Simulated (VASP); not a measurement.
Input of a VASP 6.6.1 run:

The input INCAR:

```
SYSTEM = PtS2
PREC = Accurate ; ENCUT = 520
EDIFF = 1E-6 ; ISMEAR = -1
SIGMA = 0.02 ; LREAL = .False.
LASPH = .True. ; NELM = 100
ALGO = Fast ; ISIF = 2
LWAVE = .False. ; LCHARG = .False.
GGA = PE ; NBANDS = 18
```

The input KPOINTS:

```
regular mesh
0
Gamma
  6 6 6
  0 0 0
```

POSCAR

```
PtS2
1.0
    1.7391392294      1.0040925022      5.0958703810
   -1.7391392294      1.0040925022      5.0958703810
    0.0000000000     -2.0081850045      5.0958703810
Pt S
1 2
Direct
   -0.0026256450     -0.0026256450     -0.0026256450
    0.4255983380      0.4255983380      0.4255983380
    0.2436939735      0.2436939735      0.2436939735
```

Potentials or basis: VASP PAW PBE potentials, release 64 (Pt, S).

Run with:

```bash
$ cat potpaw_PBE.64/Pt/POTCAR potpaw_PBE.64/S/POTCAR > POTCAR
$ mpirun -np 1 vasp_std > vasp.out
```

Task: Predict the largest force.

Result: 0.198 eV/Å.

Task: What does it give for the band gap on the k mesh?

Result: None (metal or under the smearing width).

Task: What does it give for the pressure?

Result: 3.0 GPa.

Forces in eV/Å, atoms in the order of the input:
```
Pt   0.000  0.000  0.044
S    0.000  0.000  0.153
S    0.000  0.000 -0.198
```

The run has no spin-orbit coupling, so splittings on Pt are missing.
